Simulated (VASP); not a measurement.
# Input and output of a VASP r²SCAN single-point calculation on InSb (CsCl)

INCAR

```
LREAL = .FALSE.
PREC = Accurate
ISIF = 2
EDIFF = 1E-7
LELF = .TRUE.
LCHARG = .TRUE.
NELM = 120
LWAVE = .FALSE.
NSW = 0
SIGMA = 0.02
LASPH = .TRUE.
METAGGA = R2SCAN
ENCUT = 520
ISMEAR = -1
IBRION = -1
ALGO = Normal
NBANDS = 16
```

KPOINTS

```
KPOINTS created by Atomic Simulation Environment
0
Gamma
8 8 8
0 0 0
```

KPOINTS_OPT

```
special points
5
Reciprocal
0.0000000000 0.0000000000 0.0000000000 1
0.0000000000 0.5000000000 0.0000000000 1
0.5000000000 0.5000000000 0.0000000000 1
0.5000000000 0.5000000000 0.5000000000 1
0.1000000000 0.5000000000 0.0000000000 1
```

POSCAR

```
In Sb
 1.0000000000000000
     3.7689761793755929    0.0000000000000000    0.0000000000000000
     0.0000000000000000    3.7689761793755929    0.0000000000000000
     0.0000000000000000    0.0000000000000000    3.7689761793755929
 In  Sb
   1   1
Cartesian
  0.0000000000000000  0.0000000000000000  0.0000000000000000
  1.8844880896877965  1.8844880896877965  1.8844880896877965
```

VASP ran with the recommended PBE PAW datasets (18 valence electrons in the cell).

Command

```
mpirun -np 1 vasp_std
```

OSZICAR

```
N       E                     dE             d eps       ncg     rms          rms(c)
DAV:   1     0.670451882000E+02    0.67045E+02   -0.83339E+03  1120   0.123E+03
DAV:   2    -0.445293557027E+02   -0.11157E+03   -0.10844E+03  1312   0.296E+02
DAV:   3    -0.508707658688E+02   -0.63414E+01   -0.62509E+01  1408   0.696E+01
DAV:   4    -0.510364102423E+02   -0.16564E+00   -0.16558E+00  1512   0.119E+01
DAV:   5    -0.510455175046E+02   -0.91073E-02   -0.91071E-02  1624   0.224E+00    0.371E+00
DAV:   6    -0.479601710407E+02    0.30853E+01   -0.11680E+00  1448   0.184E+01    0.185E+00
DAV:   7    -0.479521435762E+02    0.80275E-02   -0.22594E-02  1440   0.188E+00    0.126E+00
DAV:   8    -0.479592805634E+02   -0.71370E-02   -0.22022E-02  1448   0.155E+00    0.465E-01
DAV:   9    -0.479592440437E+02    0.36520E-04   -0.17373E-03  1568   0.524E-01    0.140E-01
DAV:  10    -0.479591562596E+02    0.87784E-04   -0.37957E-04  1352   0.215E-01    0.235E-02
DAV:  11    -0.479591669299E+02   -0.10670E-04   -0.28390E-05  1552   0.394E-02    0.186E-02
DAV:  12    -0.479591729934E+02   -0.60635E-05   -0.18483E-05  1264   0.519E-02    0.146E-02
DAV:  13    -0.479591688347E+02    0.41587E-05   -0.53219E-06  1312   0.286E-02    0.184E-03
DAV:  14    -0.479591689881E+02   -0.15343E-06   -0.25580E-07  1472   0.457E-03    0.508E-04
DAV:  15    -0.479591688822E+02    0.10595E-06   -0.28749E-08   784   0.200E-03    0.536E-04
DAV:  16    -0.479591688372E+02    0.45004E-07   -0.10274E-08   688   0.104E-03
   1 F= -.47959169E+02 E0= -.47958349E+02  d E =-.164058E-02
       N       E                     dE             ncg
DAV:   1     0.145891863354E+04   -0.18857E+04      160
DAV:   2     0.880607760806E+03   -0.57831E+03      184
DAV:   3     0.847538966923E+03   -0.33069E+02      184
DAV:   4     0.846632700662E+03   -0.90627E+00      224
DAV:   5     0.846574348222E+03   -0.58352E-01      224
DAV:   6     0.846573549934E+03   -0.79829E-03      248
DAV:   7     0.846573510546E+03   -0.39388E-04      216
DAV:   8     0.846573510207E+03   -0.33959E-06      248
DAV:   9     0.846573510202E+03   -0.50741E-08      144
```

From OUTCAR

```
k-points           NKPTS =     35   k-points in BZ     NKDIM =     35   number of bands    NBANDS=     16

   NELECT =      18.0000    total number of electrons

   dimension x,y,z NGX =    28 NGY =   28 NGZ =   28
   dimension x,y,z NGXF=    56 NGYF=   56 NGZF=   56

  energy-cutoff  :      520.00
  volume of cell :       53.54
      direct lattice vectors                 reciprocal lattice vectors
     3.768976179  0.000000000  0.000000000     0.265324044  0.000000000  0.000000000
     0.000000000  3.768976179  0.000000000     0.000000000  0.265324044  0.000000000
     0.000000000  0.000000000  3.768976179     0.000000000  0.000000000  0.265324044

 k-points in reciprocal lattice and weights: KPOINTS created by Atomic Simulation Env
   0.00000000  0.00000000  0.00000000       0.002
   0.12500000  0.00000000  0.00000000       0.012
   0.25000000  0.00000000  0.00000000       0.012
   0.37500000  0.00000000  0.00000000       0.012
   0.50000000  0.00000000  0.00000000       0.006
   0.12500000  0.12500000  0.00000000       0.023
   0.25000000  0.12500000  0.00000000       0.047
   0.37500000  0.12500000  0.00000000       0.047
   ...

 E-fermi :   7.7502

 k-point     1 :       0.0000    0.0000    0.0000
  band No.  band energies     occupation
      1      -7.4299      2.00000
      2      -7.4299      2.00000
      3      -7.3165      2.00000
      4      -7.3165      2.00000
      5      -7.3165      2.00000
      6      -4.2834      2.00000
      7       5.9370      2.00000
      8       6.9833      2.00000
      9       6.9833      2.00000
     10       6.9833      2.00000
     11      12.2036      0.00000
     12      12.2036      0.00000
     13      16.7453      0.00000
     14      16.7453      0.00000
     15      16.7453      0.00000
     16      20.4358      0.00000

 k-point     2 :       0.1250    0.0000    0.0000
  band No.  band energies     occupation
      1      -7.4287      2.00000
      2      -7.4143      2.00000
      3      -7.3242      2.00000
      4      -7.3242      2.00000
      5      -7.3160      2.00000
      6      -4.1219      2.00000
      7       4.5844      2.00000
      8       7.1728      2.00000
      9       7.1728      2.00000
     10       7.7069      1.79439
     11      12.3332      0.00000
     12      13.2510      0.00000
     13      15.8443      0.00000
     14      15.8938      0.00000
     15      15.8938      0.00000
     16      19.4811      0.00000

 k-point     3 :       0.2500    0.0000    0.0000
  band No.  band energies     occupation
      1      -7.4258      2.00000
      2      -7.3771      2.00000
      3      -7.3428      2.00000
      4      -7.3428      2.00000
      5      -7.3150      2.00000
      6      -3.6541      2.00000
      7       2.6876      2.00000
      8       7.7162      1.69116
      9       7.7162      1.69116
     10       8.4662      0.00000
     11      12.7158      0.00000
     12      13.7414      0.00000
     13      14.2020      0.00000
     14      14.2020      0.00000
     15      16.1032      0.00000
     16      17.6500      0.00000

 k-point     4 :       0.3750    0.0000    0.0000
  band No.  band energies     occupation
      1      -7.4229      2.00000
      2      -7.3612      2.00000
      3      -7.3612      2.00000
      4      -7.3403      2.00000
      5      -7.3140      2.00000
      6      -2.9753      2.00000
      7       1.0579      2.00000
      8       8.4961      0.00000
      9       8.4961      0.00000
     10       9.3598      0.00000
     11      12.0446      0.00000
     12      12.5950      0.00000
     13      12.5950      0.00000
     14      13.3050      0.00000
     15      16.1658      0.00000
     16      19.2029      0.00000

 k-point     5 :       0.5000    0.0000    0.0000
  band No.  band energies     occupation
      1      -7.4217      2.00000
      2      -7.3687      2.00000
      3      -7.3687      2.00000
      4      -7.3251      2.00000
      5      -7.3136      2.00000
      6      -2.5350      2.00000
      7       0.2897      2.00000
      8       9.0056      0.00000
      9       9.0056      0.00000
     10      10.4669      0.00000
     11      10.6198      0.00000
     12      11.7965      0.00000
     13      11.7965      0.00000
     14      13.7451      0.00000
     15      15.4250      0.00000
     16      21.0772      0.00000

 k-point     6 :       0.1250    0.1250    0.0000
  band No.  band energies     occupation
      1      -7.4205      2.00000
      2      -7.4056      2.00000
      3      -7.3338      2.00000
      4      -7.3251      2.00000
      5      -7.3219      2.00000
      6      -3.9587      2.00000
      7       4.2662      2.00000
      8       6.0051      2.00000
      9       7.3564      2.00000
     10       8.8101      0.00000
     11      12.9678      0.00000
     12      13.6966      0.00000
     13      14.1605      0.00000
     14      15.4539      0.00000
     15      16.3310      0.00000
     16      18.8308      0.00000

 k-point     7 :       0.2500    0.1250    0.0000
  band No.  band energies     occupation
      1      -7.4150      2.00000
      2      -7.3702      2.00000
      3      -7.3564      2.00000
      4      -7.3417      2.00000
      5      -7.3216      2.00000
      6      -3.4875      2.00000
      7       2.7991      2.00000
      8       6.0112      2.00000
      9       7.8805      0.00296
     10       9.6532      0.00000
     11      12.0372      0.00000
     12      13.6698      0.00000
     13      14.1603      0.00000
     14      14.9640      0.00000
     15      16.3329      0.00000
     16      18.3260      0.00000

 k-point     8 :       0.3750    0.1250    0.0000
  band No.  band energies     occupation
      1      -7.4116      2.00000
      2      -7.3785      2.00000
      3      -7.3592      2.00000
      4      -7.3330      2.00000
      5      -7.3201      2.00000
      6      -2.8068      2.00000
      7       1.2281      2.00000
      8       6.7403      2.00000
      9       8.6236      0.00000
     10       9.7863      0.00000
     11      11.0334      0.00000
     12      12.7111      0.00000
     13      13.6112      0.00000
     14      14.2568      0.00000
     15      17.2299      0.00000
     16      19.1437      0.00000

 k-point     9 :       0.5000    0.1250    0.0000
  band No.  band energies     occupation
      1      -7.4102      2.00000
      2      -7.3876      2.00000
      3      -7.3665      2.00000
      4      -7.3195      2.00000
      5      -7.3176      2.00000
      6      -2.3676      2.00000
      7       0.4711      2.00000
      8       7.3800      2.00000
      9       8.9905      0.00000
     10       9.0958      0.00000
     11      11.5719      0.00000
     12      11.9773      0.00000
     13      12.6443      0.00000
     14      14.6689      0.00000
     15      16.5689      0.00000
     16      19.6550      0.00000

 k-point    10 :       0.2500    0.2500    0.0000
  band No.  band energies     occupation
      1      -7.3993      2.00000
      2      -7.3876      2.00000
      3      -7.3438      2.00000
      4      -7.3413      2.00000
      5      -7.3349      2.00000
      6      -3.0103      2.00000
      7       2.7836      2.00000
      8       4.5003      2.00000
      9       8.3427      0.00000
     10       9.5372      0.00000
     11      11.0096      0.00000
     12      13.8077      0.00000
     13      15.0622      0.00000
     14      15.5547      0.00000
     15      17.0802      0.00000
     16      17.5259      0.00000

 k-point    11 :       0.3750    0.2500    0.0000
  band No.  band energies     occupation
      1      -7.4192      2.00000
      2      -7.3902      2.00000
      3      -7.3546      2.00000
      4      -7.3346      2.00000
      5      -7.3090      2.00000
      6      -2.3313      2.00000
      7       1.7121      2.00000
      8       4.7247      2.00000
      9       7.8591      0.00860
     10       8.9687      0.00000
     11      11.7381      0.00000
     12      12.9935      0.00000
     13      14.1763      0.00000
     14      16.2923      0.00000
     15      17.5530      0.00000
     16      18.2080      0.00000

 k-point    12 :       0.5000    0.2500    0.0000
  band No.  band energies     occupation
      1      -7.4313      2.00000
      2      -7.3881      2.00000
      3      -7.3611      2.00000
      4      -7.3335      2.00000
      5      -7.2938      2.00000
      6      -1.9023      2.00000
      7       1.0177      2.00000
      8       5.3460      2.00000
      9       6.8380      2.00000
     10       9.3326      0.00000
     11      12.4944      0.00000
     12      12.4947      0.00000
     13      13.2576      0.00000
     14      16.5615      0.00000
     15      18.0448      0.00000
     16      18.9064      0.00000

 ...

  Total        0.1335131      0.1335131      0.1335131     -0.0000000     -0.0000000     -0.0000000
  in kB        3.9954370      3.9954370      3.9954370     -0.0000000     -0.0000000     -0.0000000
  external PRESSURE =       3.9954370 kB  Pullay stress =       0.0000000 kB

 POSITION                                       TOTAL-FORCE (eV/Angst)
 -----------------------------------------------------------------------------------
      0.00000      0.00000      0.00000         0.000000      0.000000      0.000000
      1.88449      1.88449      1.88449         0.000000      0.000000      0.000000
 -----------------------------------------------------------------------------------
    total drift:                               -0.000000      0.000000     -0.000000

  FREE ENERGIE OF THE ION-ELECTRON SYSTEM (eV)
  ---------------------------------------------------
  free  energy   TOTEN  =       -47.9591688372 eV

  energy  without entropy=      -47.9575282549  energy(sigma->0) =      -47.95834855
```

* gap between bands v and c: -3.62 eV (bands overlap: a metal)
* least direct gap: 0.00 eV
* pressure: 0.4 GPa

Band v is the last that the valence electrons fill when counted band by band, and c is the next.

The run took about 92 s on one core of a shared host (Intel Xeon Platinum 8488C) and held 0.2 GiB at most.
